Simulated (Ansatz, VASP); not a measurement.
# InSe (In2Se2, 1 layer) in two plane-wave programs, part 2 of 2

Wanted: the spread between two codes on one cell, functional and k mesh. Of the first pair: The structure shown is the start of the Ansatz relaxation below; VASP solves that cell, so the two are compared at the walk's first step.

VASP 6.6.1 and Ansatz 0.2.0.

So far: Starting point; Ansatz: relaxation, PBE; VASP: single point, PBE, start cell, pair 1.

### Step 4. Differences

Known differences besides the potentials themselves: the data sets hold 58 valence electrons in Ansatz (on its default PAW (the set named soft_2) files) and 38 in VASP; the cutoff is 420 eV in Ansatz and 400 eV in VASP. Total energies have different zeros and are not compared.

Forces (eV/Å; atoms numbered as in POSCAR):

| atom | Ansatz x, y, z | VASP x, y, z |
| --- | --- | --- |
| Se1 | 0.000, 0.000, -0.547 | 0.000, 0.000, -0.563 |
| Se2 | 0.000, 0.000, 0.547 | 0.000, 0.000, 0.563 |
| In3 | 0.000, 0.000, 0.572 | 0.000, 0.000, 0.588 |
| In4 | 0.000, 0.000, -0.572 | 0.000, 0.000, -0.588 |

The forces differ by 9.2 meV/Å r.m.s., which is 2.8 % of the r.m.s. force of 0.332 eV/Å (both taken over all components). With vacuum in the cell, a pressure given here is an average over mostly empty space and none of the material.

### Step 5. Ansatz: relaxation, PBE

This run makes the geometry at which the two programs are then compared.

The structure compared here is the end of the Ansatz relaxation.

The input, input.yaml:

```yaml
crystal:
  lattice:
    - [4.134, 0.0, 0.0]
    - [-2.067, 3.5801490192, 0.0]
    - [0.0, 0.0, 22.1429094641]
  atoms:
    - { symbol: Se, position: [0.3333333333, 0.6666666667, 0.3838700607] }
    - { symbol: In, position: [0.0, 0.0, 0.4358711193] }
    - { symbol: In, position: [0.0, 0.0, 0.5641288807] }
    - { symbol: Se, position: [0.3333333333, 0.6666666667, 0.6161299393] }
kpoints:
  mp_grid: { grid: [6, 6, 1] }
hamiltonian:
  xc: pbe
scf:
  occupations: { method: fermi_dirac, width: 0.05 }
  convergence: { dr2_threshold: 1.0e-08 }
efield:
  axis: 3
  dipole_correction: true
  ramp_position: 0.97
  ramp_width: 0.04
relax:
  f_tol: 0.01
  cell: { fix: [c, alpha, beta] }
output:
  write_potential: true
  write_density: true
  volumetric_format: npy
```

Run with:

```sh
> ansatz run input.yaml --threads 4 --pin off --max-ram 8192MiB --backend cpu --events-out ev --progress --plain --runs-dir out
```

Numbers of over 12 decimals in the logs are rounded to 6 here.

Log:

```text
[...]
Crystal: 4 atoms, lattice volume = 327.723 Å³
Basis set: ecut = 420 eV, 6339 PW (Γ), exchange–correlation on 60×60×300 points (8 copies of the dense FFT grid, shifted against one another)
[...]
cell:  # Å, volume = 320.2285 Å³
    - [4.086461, 0.0, 0]
    - [-2.043230, 3.538979, 0]
    - [0, 0, 22.1429094641]
  atoms:
    - { symbol: Se, position: [0.333333, 0.666667, 0.378597] }
    - { symbol: In, position: [0, -3.700743415524894e-17, 0.436177] }
    - { symbol: In, position: [0, -3.700743415524894e-17, 0.563823] }
    - { symbol: Se, position: [0.333333, 0.666667, 0.621402] }
[key lines of the parts left out:]
SCF converged after 5 iterations
Free energy (F): -22135.934520 eV
Fermi energy:    -0.615054 eV
Dipole field:    D = -0.000056 V/Å  (p = -0.000100 e·Å, saw-weighted, corrected)
Work function:   Φ+ = 5.1922 eV   Φ− = 5.1910 eV
P = ⅓ Tr σ = -0.0188 GPa (-0.188 kbar)
```

### Step 6. VASP: single point, PBE, relaxed cell, pair 2

The same cell, functional, mesh and smearing now go to VASP, with its own data sets.

The input, INCAR:

```
SYSTEM = InSe
PREC = Accurate
ENCUT = 500
EDIFF = 1E-06
NELM = 120
ISMEAR = -1
SIGMA = 0.05
LREAL = .FALSE.
ALGO = Normal
GGA = PE
NBANDS = 25
LORBIT = 11
LWAVE = .FALSE.
LCHARG = .FALSE.
ISIF = 2
LDIPOL = .TRUE.
IDIPOL = 3
DIPOL = 0.5 0.5 0.5
LVHAR = .TRUE.
LASPH = .TRUE.
GGA_COMPAT = .FALSE.
EFERMI = MIDGAP
NELMDL = -8
```

The input, POSCAR:

```
InSe
1.0
    4.0864605498      0.0000000000      0.0000000000
   -2.0432302749      3.5389786477      0.0000000000
    0.0000000000      0.0000000000     22.1429094641
Se In
2 2
Direct
    0.3333333333      0.6666666667      0.3785973425
    0.3333333333      0.6666666667      0.6214024021
    1.0000000000      0.0000000000      0.4361768042
    1.0000000000      0.0000000000      0.5638229404
```

The input, KPOINTS:

```
Automatic mesh
0
Gamma
6 6 1
0 0 0
```

PAW data sets: Se and In_d (PBE family, release 64).

Run with:

```sh
> mpirun -np 1 vasp_std
```

Log:

```text
[... set-up lines as in an earlier step ...]
 entering main loop
       N       E                     dE             d eps       ncg     rms          rms(c)
DAV:   1     0.307039698828E+03    0.30704E+03   -0.15381E+04   366   0.123E+03
DAV:   2     0.198112725083E+02   -0.28723E+03   -0.28368E+03   403   0.304E+02
DAV:   3    -0.136341624504E+02   -0.33445E+02   -0.33201E+02   476   0.131E+02
DAV:   4    -0.146533915266E+02   -0.10192E+01   -0.10183E+01   426   0.286E+01
[...]
DAV:  23    -0.142117449022E+02   -0.28343E-05   -0.78614E-08   279   0.102E-03    0.222E-04
DAV:  24    -0.142117463418E+02   -0.14396E-05   -0.48189E-08   291   0.712E-04    0.175E-04
DAV:  25    -0.142117467080E+02   -0.36613E-06   -0.12654E-08   264   0.598E-04
   1 F= -.14211747E+02 E0= -.14211747E+02  d E =-.204370E-06
```

From OUTCAR (step 6):

```text
  Total       -0.0105489     -0.0105489     -0.0274767      0.0000000      0.0000000      0.0000000
  in kB       -0.0527787     -0.0527787     -0.1374721      0.0000000      0.0000000      0.0000000
  external PRESSURE =      -0.0810098 kB  Pullay stress =       0.0000000 kB

 POSITION                                       TOTAL-FORCE (eV/Angst)
 -----------------------------------------------------------------------------------
     -0.00000      2.35932      8.38325         0.000000      0.000000     -0.004714
     -0.00000      2.35932     13.75966         0.000000     -0.000000      0.004714
      0.00000      0.00000      9.65822        -0.000000     -0.000000      0.011729
      0.00000      0.00000     12.48468         0.000000      0.000000     -0.011729
 -----------------------------------------------------------------------------------
    total drift:                                0.000000     -0.000000      0.008573

  FREE ENERGIE OF THE ION-ELECTRON SYSTEM (eV)
  ---------------------------------------------------
  free  energy   TOTEN  =       -14.2117467080 eV

  energy  without entropy=      -14.2117465036  energy(sigma->0) =      -14.21174661

[... 1 part as in an earlier step ...]

[... 2 further parts left out ...]
[key lines of the parts left out:]
E-fermi :  -1.7803
```

### Step 7. Differences

What differs besides the data sets and the points named for the pairs above, as far as they apply: the data sets hold 58 valence electrons in Ansatz (on its default PAW (the set named soft_2) files) and 38 in VASP; the cutoff is 420 eV in Ansatz and 500 eV in VASP; Ansatz's pressure holds a Pulay correction, VASP's none. Total energies have different zeros and are not compared.

Both answers:

| quantity | Ansatz | VASP | difference |
| --- | --- | --- | --- |
| pressure (GPa) | -0.02 | -0.01 | -0.01 |
| gap on the k mesh (eV) | 1.398 | 1.386 | +0.012 |

At this near-relaxed geometry the largest component of a force difference is 14 meV/Å. A gap on the mesh is an upper bound, since the band edges may lie between its points. With vacuum in the cell, a pressure given here is an average over mostly empty space and none of the material.

### Step 8. Outcome

- r.m.s. force difference (single point, PBE, start cell, pair 1): 2.8 % of the r.m.s. force
- difference in gap on the k mesh (single point, PBE, relaxed cell, pair 2): 0.012 eV
- r.m.s. force difference (single point, PBE, relaxed cell, pair 2): 8.0 meV/Å

In words: The r.m.s. force difference is 2.8 % of the r.m.s. force (single point, PBE, start cell, pair 1), within the 3 % picked in this series as the mark of a large difference. The data sets hold unlike numbers of valence electrons (58 in Ansatz and 38 in VASP), so part of the differences comes from the potentials. Such differences can come from data sets, numerical settings and the points named under the comparisons, not from the functional's error against experiment.

[Lines on the potential files, build, host, timing and source positions are cut from VASP's logs without a mark.]

[Logs are printed without paths, hosts, clocks, repeated set-up lines and the standing remarks that a program may print on its own settings, such as how far it seeks lower states.]

[Hosts, paths, dates, database ids (printed as entryN), source tags and the programs' standing remarks are cut or masked in the printed files.]
